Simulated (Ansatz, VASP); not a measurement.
SnSe in VASP and in Ansatz

```
Sn Se
1.0
     0.00000    3.01000    3.01000
     3.01000    0.00000    3.01000
     3.01000    3.01000    0.00000
Sn Se
1 1
Direct
  0.00000 0.00000 0.00000
  0.50000 0.50000 0.50000
```

Measurements of this composition are mostly on another form, of space group No. 62.

Alike in both runs: task single point; functional PBE; k mesh 8 × 8 × 8; occupations gaussian, width 0.02 eV; no spin polarisation.

|  | VASP | Ansatz |
| --- | --- | --- |
| version | VASP 6.6.1 | Ansatz 0.2.0 |
| potentials or method | VASP PAW PBE potentials, release 64 (Sn_d, Se), cutoff 520 eV | all-electron LAPW, scalar-relativistic |

|  | VASP | Ansatz | Ansatz less VASP |
| --- | --- | --- | --- |
| gap on the k mesh at the Fermi level (eV) | 0.58 | 0.58 | 0.000 |
| least direct gap on the mesh (eV) | 0.58 | 0.58 | 0.000 |
| pressure (GPa) | 0.9 | 0.9 | +0.01 |

Ansatz ran all-electron here, so the differences hold the error of VASP's frozen core and of both bases.

Caveats: spin-orbit coupling is left out, which moves the levels of the heavy elements. A k mesh can miss the band edges.
